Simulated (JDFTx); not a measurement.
**Ag: relaxation of cell and atoms with PBE**

The system is Ag.

```xyz
1
Lattice="0.0000 2.0427 2.0427 2.0427 0.0000 2.0427 2.0427 2.0427 0.0000" Properties=species:S:1:pos:R:3 pbc="T T T"
Ag    0.0000    0.0000    0.0000
```

```
Program                                 : JDFTx 1.7.0 (patched build)
Task                                    : relaxation of cell and atoms
Functional                              : PBE
Potentials or basis                     : Ansatz-NC-SR-PBE with smoothed tails
Cutoff                                  : 980 eV
Density cutoff                          : 3918 eV
k mesh                                  : 11 × 11 × 11
Occupations                             : fermi-dirac, width 0.05 eV
Spin                                    : no spin polarisation
Local potential set to -Z/r beyond      : 6 bohr
Bands                                   : 15
Density cutoff over wavefunction cutoff : 4
Max SCF steps                           : 100
SCF threshold on the energy             : 1e-09 Ha
Solver of the electrons                 : scf
Further solve for the empty bands       : no
```

```json
{"Relaxed volume": "17.80 Å³/atom", "Relaxed cell": "a = 2.931 Å, b = 2.931 Å, c = 2.931 Å, α = 60.00°, β = 60.00°, γ = 60.00°", "Space group after relaxing (to 0.05 Å)": "Fm-3m (No. 225)", "Energy gained by relaxing": "9.9 meV/atom", "Ionic steps": "6", "Pressure after relaxing": "0.0 GPa", "Band gap on the k mesh": "none (metal or under the smearing width)"}
```

Step by step:
```
step  energy change (eV)  largest force (eV/Å)  pressure (GPa)  volume (Å³)
   1              0.0000                0.0000            4.43        17.05
   2             -0.0029                0.0000            3.70        17.16
   3             -0.0099                0.0000            0.37        17.73
   4             -0.0099                0.0000            0.04        17.80
   5             -0.0099                0.0000            0.01        17.80
   6             -0.0099                0.0000           -0.01        17.80
```

Final structure:
```yaml
crystal:
  lattice:
    - [0.00000, 2.07251, 2.07251]
    - [2.07251, 0.00000, 2.07251]
    - [2.07251, 2.07251, 0.00000]
  atoms:
    - { symbol: Ag, position: [0.00000, 0.00000, 0.00000] }
```

Levels at points of the mesh, in eV from the Fermi level:
```tsv
k point	band 6	band 7	band 8	band 9	band 10	band 11	band 12	band 13	band 14
(0.00, 0.00, 0.00)	-4.91	-4.91	-4.91	-3.94	-3.94	15.52	18.86	18.86	18.86
```

It took 100 s on 1 thread of Intel(R) Xeon(R) Platinum 8175M CPU @ 2.50GHz (Skylake/Cascade Lake), on a shared host, peak memory 0.08 GiB.

PBE usually gives volumes a little too large and moduli too small. Zero-point motion and thermal expansion aren't in these numbers.
